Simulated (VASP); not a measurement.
# Sn (I4_1/amd) in VASP: single point with PBEsol

Aim: the single point of Sn with PBEsol.

Program: VASP 6.6.1. These are calculated values, not measurements. Logs are shortened: lines on timing, memory, paths and dates and some standing lists are left out, and cuts for length are marked.

## 1. The cell of the first run

The structure is tetragonal, space group I4_1/amd (No. 141). Conventional cell: a = 5.839 Å, b = 5.839 Å, c = 3.152 Å, α = 90.00°, β = 90.00°, γ = 90.00°. Sn (site symmetry -4m2) is surrounded by 6 Sn at 3.02 to 3.15 Å.

## 2. Single point, PBEsol (relaxed again under DFT PBEsol, scalar-relativistic, plane waves, PAW)

Contents of INCAR:

```
ALGO = Fast
EDIFF = 1E-6
ENCUT = 520
GGA = PS
ISIF = 2
ISMEAR = 0
LASPH = T
LCHARG = T
LELF = T
LREAL = F
LVHAR = T
LWAVE = F
NBANDS = 21
NELM = 100
PREC = Accurate
SIGMA = 0.1
```

Contents of KPOINTS:

```
k-points
0
Gamma
  16 16 16
```

Contents of POSCAR:

```
Sn
1.0
   -2.9197486109      2.9197486109      1.5761954547
    2.9197486109     -2.9197486109      1.5761954547
    2.9197486109      2.9197486109     -1.5761954547
Sn
2
Direct
    0.0000000000      0.0000000000      0.0000000000
    0.7500000000      0.2500000000      0.5000000000
```

Potentials or basis: VASP PAW PBE potentials, release 64 (Sn_d).

Command:

```bash
$ cat potpaw_PBE.64/Sn_d/POTCAR > POTCAR
$ mpirun -np 1 vasp_std > vasp.out
```

OUTCAR:

```text
EDIFF = 1E-6
   ENCUT = 520
   GGA = PS
   ISIF = 2
   ISMEAR = 0
   LASPH = T
   LREAL = F
   NELM = 100
   PREC = Accurate

 ion  position               nearest neighbor table
   1  0.000  0.000  0.000-   2 3.02   2 3.02   2 3.02   2 3.02   2 3.76   2 3.76   2 3.76   2 3.76

   2  0.750  0.250  0.500-   1 3.02   1 3.02   1 3.02   1 3.02   1 3.76   1 3.76   1 3.76   1 3.76

  LATTYP: Found a body centered tetragonal cell.
 ALAT       =     5.8394972218
 C/A-ratio  =     0.5398394399

  Lattice vectors:

 A1 = (  -2.9197486109,   2.9197486109,   1.5761954547)
 A2 = (   2.9197486109,  -2.9197486109,   1.5761954547)
 A3 = (   2.9197486109,   2.9197486109,  -1.5761954547)

Analysis of symmetry for initial positions (statically):
=====================================================================
 Subroutine PRICEL returns:
 Original cell was already a primitive cell.

 Routine SETGRP: Setting up the symmetry group for a
 body centered tetragonal supercell.

 Subroutine GETGRP returns: Found 16 space group operations
 (whereof  8 operations were pure point group operations)
 out of a pool of 16 trial point group operations.

The static configuration has the point symmetry D_2d.
 The point group associated with its full space group is D_4h.

Analysis of symmetry for dynamics (positions and initial velocities):
=====================================================================
 Subroutine PRICEL returns:
 Original cell was already a primitive cell.

 Routine SETGRP: Setting up the symmetry group for a
 body centered tetragonal supercell.

 Subroutine GETGRP returns: Found 16 space group operations
 (whereof  8 operations were pure point group operations)
 out of a pool of 16 trial point group operations.

The dynamic configuration has the point symmetry D_2d.
 The point group associated with its full space group is D_4h.

 Subroutine INISYM returns: Found 16 space group operations
 (whereof  8 operations are pure point group operations),
 and found     1 'primitive' translations

----------------------------------------------------------------------------------------

                                     Primitive cell

  volume of cell :      53.7478

  direct lattice vectors                    reciprocal lattice vectors
    -2.919748611  2.919748611  1.576195455     0.000000000  0.171247620  0.317219542
     2.919748611 -2.919748611  1.576195455     0.171247620  0.000000000  0.317219542
     2.919748611  2.919748611 -1.576195455     0.171247620  0.171247620  0.000000000

  length of vectors
     4.419757461  4.419757461  4.419757461     0.360491311  0.360491311  0.242180706

  position of ions in fractional coordinates (direct lattice)
     0.000000000  0.000000000  0.000000000
     0.750000000  0.250000000  0.500000000

  ion indices of the primitive-cell ions
   primitive index   ion index
                 1           1
                 2           2

----------------------------------------------------------------------------------------

 KPOINTS: k-points

Automatic generation of k-mesh.
 Grid dimensions read from file:
 generate k-points for:   16   16   16

 Generating k-lattice:

  Cartesian coordinates                     Fractional coordinates (reciprocal lattice)
     0.000000000  0.010702976  0.019826221     0.062500000 -0.000000000  0.000000000
     0.010702976  0.000000000  0.019826221    -0.000000000  0.062500000  0.000000000
     0.010702976  0.010702976  0.000000000     0.000000000  0.000000000  0.062500000

  Length of vectors
     0.022530707  0.022530707  0.015136294

  Shift w.r.t. Gamma in fractional coordinates (k-lattice)
     0.000000000  0.000000000  0.000000000

 Subroutine IBZKPT returns following result:
 ===========================================

 Found    349 irreducible k-points:

 Following reciprocal coordinates:
            Coordinates               Weight
  0.000000  0.000000  0.000000      1.000000
  0.062500  0.000000  0.000000      8.000000
  0.125000  0.000000  0.000000      8.000000
  0.187500  0.000000  0.000000      8.000000
  0.250000  0.000000  0.000000      8.000000
  0.312500 -0.000000  0.000000      8.000000
[... 16 lines left out ...]
 -0.125000  0.062500  0.000000     16.000000
 -0.062500  0.062500  0.000000      4.000000
 [... further k-points ...]
   k-points           NKPTS =    349   k-points in BZ     NKDIM =    349   number of bands    NBANDS=     21
   number of dos      NEDOS =    301   number of ions     NIONS =      2
   total plane-waves  NPLWV =  46656
   dimension x,y,z NGX =    36 NGY =   36 NGZ =   36
   dimension x,y,z NGXF=    72 NGYF=   72 NGZF=   72
   ions per type =               2
   NGX,Y,Z   is equivalent  to a cutoff of  13.54, 13.54, 13.54 a.u.
   NGXF,Y,Z  is equivalent  to a cutoff of  27.08, 27.08, 27.08 a.u.
 SYSTEM =  unknown system
   PREC   = accura    normal or accurate (medium, high low for compatibility)
   ISTART =      0    job   : 0-new  1-cont  2-samecut
   ICHARG =      2    charge: 1-file 2-atom 10-const
   ISPIN  =      1    spin polarized calculation?
   LNONCOLLINEAR =      F non collinear calculations
   LSORBIT =      F    spin-orbit coupling
   LASPH  =      T    aspherical Exc in radial PAW
   ENCUT  =  520.0 eV  38.22 Ry    6.18 a.u.   8.22  8.22  8.22*2*pi/ulx,y,z
   NELM   =    100;   NELMIN=  2; NELMDL= -5     # of ELM steps
   EDIFF  = 0.1E-05   stopping-criterion for ELM
   LREAL  =      F    real-space projection
   EDIFFG = 0.1E-04   stopping-criterion for IOM
   NSW    =      0    number of steps for IOM
   IBRION =     -1    ionic relax: 0-MD 1-quasi-New 2-CG
   NFREE  =      0    steps in history (QN), initial steepest desc. (CG)
   ISIF   =      2    stress and relaxation
   ISYM   =      2    0-nonsym 1-usesym 2-fastsym
   POTIM  = 0.5000    time-step for ionic-motion
   TEBEG  =    0.0;   TEEND  =   0.0 temperature during run
   PSTRESS=    0.0 pullay stress
   NELECT =      28.0000    total number of electrons
   NUPDOWN=      -1.0000    fix difference up-down
   EMIN   =  10.00;   EMAX   =-10.00  energy-range for DOS
   EFERMI =   0.00;   METHOD = LEGACY
   ISMEAR =     0;   SIGMA  =   0.10  broadening in eV -4-tet -1-fermi 0-gaus
   EFERMI_NEDOS =   21; number of points for ismear=-14 and -15
   IALGO  =     68    algorithm
   IMIX   =      4    mixing-type and parameters
     AMIX     =   0.40;   BMIX     =  1.00
     AMIX_MAG =   1.60;   BMIX_MAG =  1.00
  volume/ion in A,a.u.               =      26.87       181.35
  Fermi-wavevector in a.u.,A,eV,Ry     =   1.317267  2.489274 23.608729  1.735193
  Thomas-Fermi vector in A             =   2.447320
   LORBIT       =      0    0 simple, 1 ext, 2 COOP (PROOUT), +10 PAW based schemes
   GGA     = PS    functional components
   LHFCALC =     F    Hartree Fock is set to
   AEXX    =    0.0000 exact exchange contribution
   IVDW    =     0    specifies the selected vdW correction
   LEPSILON=     F    determine dielectric tensor
   LRPA    =     F    only Hartree local field effects (RPA)
 non-spin polarized calculation
 RMM-DIIS sequential band-by-band and
 Gauss-broadening in eV      SIGMA  =   0.10
  energy-cutoff  :      520.00
  volume of cell :       53.75
 maximum number of plane-waves:      1466
 NGX is ok and might be reduce to    36
   NGX = 17   NGY = 17   NGZ = 17

 number of electron      28.0000002 magnetization

 Free energy of the ion-electron system (eV)
  ---------------------------------------------------
  ext. energy  EPLUGINS =         0.00000000
  ---------------------------------------------------
  free energy    TOTEN  =        -8.52516124 eV

  energy without entropy =       -8.52056732  energy(sigma->0) =       -8.52286428

 E-fermi :   7.9397     XC(G=0): -10.4975

 val. band max:        7.9353432147   @ k =   0.1875   0.0625   0.0000
 cond. band min:       7.9631677056   @ k =   0.4375   0.3750   0.0000
 fundamental gap:      0.0278244910
 Fermi energy:         7.9397196808

 k-point     1 :       0.0000    0.0000    0.0000
  band No.  band energies     occupation
      1     -13.6267      2.00000
      2     -13.5491      2.00000
      3     -13.4981      2.00000
      4     -13.4937      2.00000
      5     -13.3265      2.00000
      6     -13.3265      2.00000
[... 13 lines left out ...]
     20      17.7591      0.00000
     21      18.4536      0.00000

 k-point     2 :       0.0625    0.0000    0.0000
  band No.  band energies     occupation
      1     -13.6242      2.00000
      2     -13.5403      2.00000
      3     -13.4951      2.00000
      4     -13.4833      2.00000
      5     -13.3332      2.00000
      6     -13.3326      2.00000
[... 13 lines left out ...]
     20      17.6999      0.00000
     21      17.9397      0.00000

 k-point     3 :       0.1250    0.0000    0.0000
  band No.  band energies     occupation
      1     -13.6165      2.00000
      2     -13.5158      2.00000
      3     -13.4865      2.00000
      4     -13.4555      2.00000
      5     -13.3487      2.00000
      6     -13.3430      2.00000
[... 13 lines left out ...]
     20      16.7214      0.00000
     21      16.7881      0.00000
[... 457 lines left out ...]
 k-point    23 :      -0.1250    0.0625    0.0000
  band No.  band energies     occupation
      1     -13.6176      2.00000
      2     -13.5414      2.00000
      3     -13.4897      2.00000
      4     -13.4873      2.00000
      5     -13.3346      2.00000
      6     -13.3289      2.00000
[... 13 lines left out ...]
     20      17.8048      0.00000
     21      18.0569      0.00000

 k-point    24 :      -0.0625    0.0625    0.0000
  band No.  band energies     occupation
      1     -13.6233      2.00000
      2     -13.5496      2.00000
      3     -13.4958      2.00000
      4     -13.4952      2.00000
      5     -13.3280      2.00000
      6     -13.3248      2.00000
[... 13 lines left out ...]
     20      18.0057      0.00000
     21      18.4857      0.00000

 [... further k-points ...]

------------------------ aborting loop because EDIFF is reached ----------------------------------------

  FORCE on cell =-STRESS in cart. coord.  units (eV):
  Direction    XX          YY          ZZ          XY          YZ          ZX
  --------------------------------------------------------------------------------------
  -------------------------------------------------------------------------------------
  Total       -0.0071234     -0.0071234     -0.0208806      0.0000000      0.0000000      0.0000000
  in kB       -0.2123418     -0.2123418     -0.6224333      0.0000000      0.0000000      0.0000000
  external PRESSURE =      -0.3490390 kB  Pullay stress =       0.0000000 kB

 VOLUME and BASIS-vectors are now :
 -----------------------------------------------------------------------------
  energy-cutoff  :      520.00
  volume of cell :       53.75
      direct lattice vectors                 reciprocal lattice vectors
    -2.919748611  2.919748611  1.576195455     0.000000000  0.171247620  0.317219542
     2.919748611 -2.919748611  1.576195455     0.171247620  0.000000000  0.317219542
     2.919748611  2.919748611 -1.576195455     0.171247620  0.171247620  0.000000000

 POSITION                                       TOTAL-FORCE (eV/Angst)
 -----------------------------------------------------------------------------------
      0.00000      0.00000      0.00000         0.000000     -0.000000     -0.000000
      0.00000      2.91975      0.78810        -0.000000      0.000000      0.000000
 -----------------------------------------------------------------------------------
    total drift:                               -0.000000      0.000000     -0.000000

  FREE ENERGIE OF THE ION-ELECTRON SYSTEM (eV)
  ---------------------------------------------------
  free  energy   TOTEN  =        -8.5251612397 eV

  energy  without entropy=       -8.5205673216  energy(sigma->0) =       -8.52286428
```

Wall time 9.2 min (1 thread of AMD EPYC 7R13 (Zen 3), shared host); peak memory 0.41 GiB.

What came out:

```yaml
Free_energy: -8.5252 eV
Pressure: 0.0 GPa
Band_gap_on_the_k_mesh: none (metal or under the smearing width)
```

Caveat: the PAW data sets were made with another functional, which shifts forces and pressure a little.
